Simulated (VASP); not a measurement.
Wanted: the native input for a VASP 6.6.1 run.

```
Task                   : single point
Functional             : PBE
Potentials or basis    : VASP PAW PBE potentials, release 64 (Tl_d)
Cutoff                 : 520 eV
k mesh                 : 9 × 9 × 5
Occupations            : methfessel-paxton, width 0.1 eV
Spin                   : no spin polarisation
Dipole correction      : no
Further INCAR settings : ALGO = Normal; EDIFF = 1e-06; NBANDS = 20
```

The structure of Tl lies in POSCAR:

```
Tl
1.0
    3.4560000000      0.0000000000      0.0000000000
   -1.7280000000      2.9929837955      0.0000000000
    0.0000000000      0.0000000000      5.5250000000
Tl
2
Direct
    0.6666666667      0.3333333333      0.7500000000
    0.3333333333      0.6666666667      0.2500000000
```

One way to write it, as run:

INCAR

```
  ALGO = Normal
  EDIFF = 1E-6
  ENCUT = 520
  GGA = PE
  ISIF = 2
  ISMEAR = 1
  LASPH = T
  LCHARG = T
  LELF = T
  LREAL = F
  LVHAR = T
  LWAVE = F
  NBANDS = 20
  NELM = 100
  PREC = Accurate
  SIGMA = 0.1
```

KPOINTS

```
k-points
0
Gamma
  9 9 5
```

Potentials or basis: VASP PAW PBE potentials, release 64 (Tl_d).

Launch:

```bash
$ cat potpaw_PBE.64/Tl_d/POTCAR > POTCAR
$ mpirun -np 1 vasp_std > vasp.out
```

Results of the run:

```yaml
Pressure: 3.4 GPa
Band_gap_on_the_k_mesh: none (metal or under the smearing width)
```

Wall time 32 s on 1 thread of Intel(R) Xeon(R) Platinum 8488C (Sapphire Rapids) (shared host), peak memory 0.19 GiB.
